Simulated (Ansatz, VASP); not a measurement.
# InGa2As2P: VASP beside Ansatz

Wanted: the spread between two codes on one cell, functional and k mesh. The cell is taken from a series of runs on this material, whose earlier steps may have relaxed, scaled, displaced or heated it; both programs get it as it stands.

Main program and level: Ansatz 0.2.0; plane waves, with VASP 6.6.1 beside it; single point at PBEsol, spin-orbit coupling.

## (1) The starting structure

The cell holds 12 atoms: 2 In, 2 P, 4 Ga and 4 As. Its edges and angles: a = 4.054 Å, b = 4.047 Å, c = 17.222 Å, α = 90.0°, β = 90.0°, γ = 90.0°. It derives from InP. The structure's axis is c.

As a file:

```xyz
12
Lattice="4.0538 0.0000 0.0000 0.0000 4.0469 0.0000 0.0000 0.0000 17.2225" Properties=species:S:1:pos:R:3 pbc="T T T"
In    0.0000    0.0000    0.8341
In    2.0269    2.0235    3.8546
P     2.0269    0.0000    2.3413
P     0.0000    2.0235    5.3758
Ga    0.0000    0.0000    6.6615
Ga    2.0269    2.0235    9.4537
Ga    0.0000    0.0000   12.2496
Ga    2.0269    2.0235   15.0479
As    2.0269    0.0000    8.0567
As    0.0000    2.0235   10.8497
As    2.0269    0.0000   13.6454
As    0.0000    2.0235   16.4286
```

## (2) VASP: single point, PBEsol, spin-orbit coupling

With cell and atoms fixed, the geometry can't cause a difference; cores, projectors, grids and the points listed under the comparison can.

Lines of VASP's logs that name or quote its potential files are left out, and so is its time.

INCAR

```
SYSTEM = InGa2As2P
PREC = Accurate
ENCUT = 400
EDIFF = 1E-06
NELM = 200
ISMEAR = -1
SIGMA = 0.02
LREAL = .FALSE.
ALGO = Normal
GGA = PS
LNONCOLLINEAR = .TRUE.
MAGMOM = 0 0 0 0 0 0 0 0 0 0 0 0 0 0 0 0 0 0 0 0 0 0 0 0 0 0 0 0 0 0 0 0 0 0 0 0
NBANDS = 132
GGA_COMPAT = .FALSE.
LASPH = .TRUE.
LSORBIT = .TRUE.
LORBIT = 11
LWAVE = .FALSE.
LCHARG = .FALSE.
ISIF = 2
EFERMI = MIDGAP
KPAR = 2
```

POSCAR

```
InGa2As2P
1.0
    4.0538311989      0.0000000000      0.0000000000
    0.0000000000      4.0469425135      0.0000000000
    0.0000000000      0.0000000000     17.2224778449
In P Ga As
2 2 4 4
Direct
    0.0000000000      0.0000000000      0.0484325628
    0.5000000000      0.5000000000      0.2238114049
    0.5000000000      0.0000000000      0.1359450208
    0.0000000000      0.5000000000      0.3121398868
    0.0000000000      0.0000000000      0.3867918789
    0.5000000000      0.5000000000      0.5489188677
    0.0000000000      0.0000000000      0.7112555819
    0.5000000000      0.5000000000      0.8737366578
    0.5000000000      0.0000000000      0.4678000938
    0.0000000000      0.5000000000      0.6299707883
    0.5000000000      0.0000000000      0.7923020257
    0.0000000000      0.5000000000      0.9539022846
```

KPOINTS

```
Automatic mesh
0
Gamma
6 6 2
0 0 0
```

PAW data sets: In_d, P, Ga_d and As (PBE family, release 64).

Run with:

```bash
$ mpirun -np 2 vasp_ncl
```

Numbers of over 12 decimals in the logs are rounded to 6 here.

What it wrote:

```text
[banner, memory and clock lines left out]
running    2 mpi-ranks, on    1 nodes
 distrk:  each k-point on    1 cores,    2 groups
 distr:  one band on    1 cores,    1 groups

 POSCAR found type information on POSCAR InP GaAs
 POSCAR found :  4 types and      12 ions
|                                                                             |
|               ----> ADVICE to this user running VASP <----                  |
|                                                                             |
|     You enforced a specific xc type in the INCAR file but a different       |
|     [... a line on the potential file left out ...]
|     I HOPE YOU KNOW WHAT YOU ARE DOING!                                     |
|                                                                             |

 LDA part: xc-table for (Slater+PW92), standard interpolation
 POSCAR, INCAR and KPOINTS ok, starting setup
 FFT: planning ... GRIDC
 FFT: planning ... GRID_SOFT
 FFT: planning ... GRID
 WAVECAR not read
 entering main loop
       N       E                     dE             d eps       ncg     rms          rms(c)
DAV:   1     0.112445207938E+04    0.11245E+04   -0.38267E+04  8592   0.187E+03
DAV:   2     0.192844456114E+03   -0.93161E+03   -0.90106E+03  8784   0.546E+02
DAV:   3    -0.308294715577E+02   -0.22367E+03   -0.21049E+03 10024   0.221E+02
DAV:   4    -0.546657088083E+02   -0.23836E+02   -0.23220E+02 10284   0.684E+01
DAV:   5    -0.562605490088E+02   -0.15948E+01   -0.15788E+01 12568   0.185E+01    0.112E+01
DAV:   6    -0.548924792679E+02    0.13681E+01   -0.27541E+00 11848   0.157E+01    0.540E+00
DAV:   7    -0.547236565111E+02    0.16882E+00   -0.14174E+00 12152   0.540E+00    0.206E+00
DAV:   8    -0.547127091099E+02    0.10947E-01   -0.16797E-01 10496   0.339E+00    0.144E+00
DAV:   9    -0.547163572092E+02   -0.36481E-02   -0.62724E-02 11728   0.151E+00    0.667E-01
DAV:  10    -0.547133394138E+02    0.30178E-02   -0.14303E-02 11272   0.131E+00    0.389E-01
DAV:  11    -0.547137749925E+02   -0.43558E-03   -0.36683E-03 10904   0.716E-01    0.553E-02
DAV:  12    -0.547137745184E+02    0.47414E-06   -0.73351E-04 11856   0.323E-01    0.423E-02
DAV:  13    -0.547137989319E+02   -0.24414E-04   -0.29081E-04 12776   0.933E-02    0.316E-02
DAV:  14    -0.547137981472E+02    0.78468E-06   -0.31731E-05  9996   0.117E-01    0.304E-02
DAV:  15    -0.547137990318E+02   -0.88456E-06   -0.18841E-05 11052   0.205E-02    0.558E-03
DAV:  16    -0.547137991057E+02   -0.73920E-07   -0.12260E-06  6524   0.750E-03
   1 F= -.54713799E+02 E0= -.54713793E+02  d E =-.116418E-04  mag=    -0.0000    -0.0000    -0.0000
```

Parts of OUTCAR (step 2):

```text
ion  position               nearest neighbor table
   1  0.000  0.000  0.048-   3 2.53   3 2.53  12 2.60  12 2.60
   2  0.500  0.500  0.224-   3 2.53   3 2.53   4 2.53   4 2.53
   3  0.500  0.000  0.136-   1 2.53   1 2.53   2 2.53   2 2.53
   4  0.000  0.500  0.312-   5 2.40   5 2.40   2 2.53   2 2.53
   5  0.000  0.000  0.387-   4 2.40   4 2.40   9 2.46   9 2.46
   6  0.500  0.500  0.549-   9 2.46   9 2.46  10 2.46  10 2.46
   7  0.000  0.000  0.711-  10 2.46  10 2.46  11 2.46  11 2.46
   8  0.500  0.500  0.874-  12 2.45  12 2.45  11 2.46  11 2.46
   9  0.500  0.000  0.468-   6 2.46   6 2.46   5 2.46   5 2.46
  10  0.000  0.500  0.630-   7 2.46   7 2.46   6 2.46   6 2.46
  11  0.500  0.000  0.792-   7 2.46   7 2.46   8 2.46   8 2.46
  12  0.000  0.500  0.954-   8 2.45   8 2.45   1 2.60   1 2.60

  LATTYP: Found a simple orthorhombic cell.
 ALAT       =     4.0469425135
 B/A-ratio  =     1.0017021950
 C/A-ratio  =     4.2556764242

 Subroutine GETGRP returns: Found  4 space group operations
 (whereof  4 operations were pure point group operations)

The static configuration has the point symmetry C_2v.

 Found     32 irreducible k-points:

   k-points           NKPTS =     32   k-points in BZ     NKDIM =     32   number of bands    NBANDS=    132

   dimension x,y,z NGX =    28 NGY =   28 NGZ =  112
   dimension x,y,z NGXF=    56 NGYF=   56 NGZF=  224

   ENCUT  =  400.0 eV  29.40 Ry    5.42 a.u.   6.61  6.60 28.09*2*pi/ulx,y,z

   NELECT =     108.0000    total number of electrons

 k-points in reciprocal lattice and weights: Automatic mesh
   0.00000000  0.00000000  0.00000000       0.014
   0.16666667  0.00000000  0.00000000       0.028
   0.33333333  0.00000000  0.00000000       0.028
   0.50000000  0.00000000  0.00000000       0.014
   0.00000000  0.16666667  0.00000000       0.028
   0.16666667  0.16666667  0.00000000       0.056
   0.33333333  0.16666667  0.00000000       0.056
   0.50000000  0.16666667  0.00000000       0.028
   0.00000000  0.33333333  0.00000000       0.028
[...]
0.33333333  0.50000000  0.50000000       0.028
   0.50000000  0.50000000  0.50000000       0.014

 average (electrostatic) potential at core
       1 -96.4966       2 -96.5155       3 -83.7824       4 -83.8885       5 -65.7594
       6 -65.7064       7 -65.7025       8 -65.7205       9 -49.6846      10 -49.6945
      11 -49.6890      12 -49.5856

 E-fermi :   4.5301

 k-point     1 :       0.0000    0.0000    0.0000
  band No.  band energies     occupation
    ...
    104       4.0680      1.00000
    105       4.2971      0.99999
    106       4.2971      0.99999
    107       4.3982      0.99864
    108       4.3982      0.99864
    109       4.6618      0.00138
    110       4.6618      0.00138
    111       5.5565      0.00000
    112       5.5565      0.00000
    113       5.7028      0.00000
    ...

 k-point     2 :       0.1667    0.0000    0.0000
  band No.  band energies     occupation
    ...
    104       3.5071      1.00000
    105       3.6489      1.00000
    106       3.6732      1.00000
    107       4.2544      1.00000
    108       4.2588      1.00000
    109       5.7795      0.00000
    110       5.7844      0.00000
    111       5.9858      0.00000
    112       5.9952      0.00000
    113       6.2151      0.00000
    ...

 k-point     3 :       0.3333    0.0000    0.0000
  band No.  band energies     occupation
    ...
    104       3.4169      1.00000
    105       3.4943      1.00000
    106       3.5042      1.00000
    107       3.9708      1.00000
    108       3.9758      1.00000
    109       5.3717      0.00000
    110       5.3766      0.00000
    111       5.5278      0.00000
    112       5.5283      0.00000
    113       6.2264      0.00000
    ...

  Total       -0.1369237     -0.2554395     -0.2183582      0.0000000      0.0000000      0.0000000
  in kB       -0.7764275     -1.4484725     -1.2382029      0.0000000      0.0000000      0.0000000
  external PRESSURE =      -1.1543676 kB  Pullay stress =       0.0000000 kB

  energy-cutoff  :      400.00
  volume of cell :      282.55
      direct lattice vectors                 reciprocal lattice vectors
     4.053831199  0.000000000  0.000000000     0.246680227  0.000000000  0.000000000
     0.000000000  4.046942514  0.000000000     0.000000000  0.247100125  0.000000000
     0.000000000  0.000000000 17.222477845     0.000000000  0.000000000  0.058063654

 POSITION                                       TOTAL-FORCE (eV/Angst)
 -----------------------------------------------------------------------------------
      0.00000      0.00000      0.83413         0.000000      0.000000      0.011385
      2.02692      2.02347      3.85459         0.000000      0.000000     -0.004877
      2.02692      0.00000      2.34131         0.000000      0.000000      0.007821
      0.00000      2.02347      5.37582         0.000000      0.000000      0.005599
      0.00000      0.00000      6.66151         0.000000      0.000000     -0.022755
      2.02692      2.02347      9.45374         0.000000      0.000000     -0.005855
      0.00000      0.00000     12.24958         0.000000      0.000000     -0.004834
      2.02692      2.02347     15.04791         0.000000      0.000000     -0.010843
      2.02692      0.00000      8.05668         0.000000      0.000000      0.005533
      0.00000      2.02347     10.84966         0.000000      0.000000      0.006192
      2.02692      0.00000     13.64540         0.000000      0.000000      0.004745
      0.00000      2.02347     16.42856         0.000000      0.000000      0.007889
 -----------------------------------------------------------------------------------
    total drift:                                0.000000      0.000000      0.000803

  FREE ENERGIE OF THE ION-ELECTRON SYSTEM (eV)
  ---------------------------------------------------
  free  energy   TOTEN  =       -54.7137991057 eV

  energy  without entropy=      -54.7137874639  energy(sigma->0) =      -54.71379328

 Spin-Orbit-Coupling matrix elements
 Ion:    1  E_soc:     -0.0737336
 Ion:    2  E_soc:     -0.0729094
 Ion:    3  E_soc:     -0.0011419
 Ion:    4  E_soc:     -0.0010278
 Ion:    5  E_soc:     -0.0116402
 Ion:    6  E_soc:     -0.0119427
 Ion:    7  E_soc:     -0.0119402
 Ion:    8  E_soc:     -0.0119082
 Ion:    9  E_soc:     -0.0239219
 Ion:   10  E_soc:     -0.0239915
 Ion:   11  E_soc:     -0.0240304
 Ion:   12  E_soc:     -0.0246670

 total charge
# of ion       s       p       d       tot
------------------------------------------
    1        0.840   0.784   9.897  11.521
    2        0.832   0.792   9.901  11.524
    3        1.027   1.485   0.000   2.512
    4        1.026   1.478   0.000   2.503
    5        0.872   0.789   9.999  11.659
    6        0.882   0.790   9.991  11.663
    7        0.883   0.789   9.991  11.663
    8        0.882   0.786   9.993  11.661
    9        1.213   1.583   0.030   2.826
   10        1.213   1.580   0.030   2.823
   11        1.214   1.579   0.030   2.823
   12        1.215   1.588   0.027   2.830
--------------------------------------------------
tot         12.098  14.021  59.889  86.008

 magnetization (x)
# of ion       s       p       d       tot
------------------------------------------
    1        0.000   0.000   0.000   0.000
    2        0.000   0.000   0.000   0.000
    3        0.000   0.000   0.000   0.000
    4        0.000   0.000   0.000   0.000
    5        0.000   0.000   0.000   0.000
    6        0.000   0.000   0.000   0.000
    7        0.000   0.000   0.000   0.000
    8        0.000   0.000   0.000   0.000
    9        0.000   0.000   0.000   0.000
   10        0.000   0.000   0.000   0.000
   11        0.000   0.000   0.000   0.000
   12        0.000   0.000   0.000   0.000
--------------------------------------------------
tot          0.000   0.000   0.000   0.000

 magnetization (y)
# of ion       s       p       d       tot
------------------------------------------
    1        0.000   0.000   0.000   0.000
    2        0.000   0.000   0.000   0.000
    3        0.000   0.000   0.000   0.000
    4        0.000   0.000   0.000   0.000
    5        0.000   0.000   0.000   0.000
    6        0.000   0.000   0.000   0.000
    7        0.000   0.000   0.000   0.000
    8        0.000   0.000   0.000   0.000
    9        0.000   0.000   0.000   0.000
   10        0.000   0.000   0.000   0.000
   11        0.000   0.000   0.000   0.000
   12        0.000   0.000   0.000   0.000
--------------------------------------------------
tot          0.000   0.000   0.000   0.000

 magnetization (z)
# of ion       s       p       d       tot
------------------------------------------
    1        0.000   0.000   0.000   0.000
    2        0.000   0.000   0.000   0.000
    3        0.000   0.000   0.000   0.000
    4        0.000   0.000   0.000   0.000
    5        0.000   0.000   0.000   0.000
    6        0.000   0.000   0.000   0.000
    7        0.000   0.000   0.000   0.000
    8        0.000   0.000   0.000   0.000
    9        0.000   0.000   0.000   0.000
   10        0.000   0.000   0.000   0.000
   11        0.000   0.000   0.000   0.000
   12        0.000   0.000   0.000   0.000
--------------------------------------------------
tot          0.000   0.000   0.000   0.000

[... 3 further parts left out ...]
```

The PAW data sets were made with PBE, which is usual practice but a small mismatch for other functionals.

(Continued in part 2 of 2.)

[Lines on the potential files, build, host, timing and source positions are cut from VASP's logs without a mark.]

[Logs are printed without paths, hosts, clocks, repeated set-up lines and the standing remarks that a program may print on its own settings, such as how far it seeks lower states.]

[Hosts, paths, dates, database ids (printed as entryN), source tags and the programs' standing remarks are cut or masked in the printed files.]
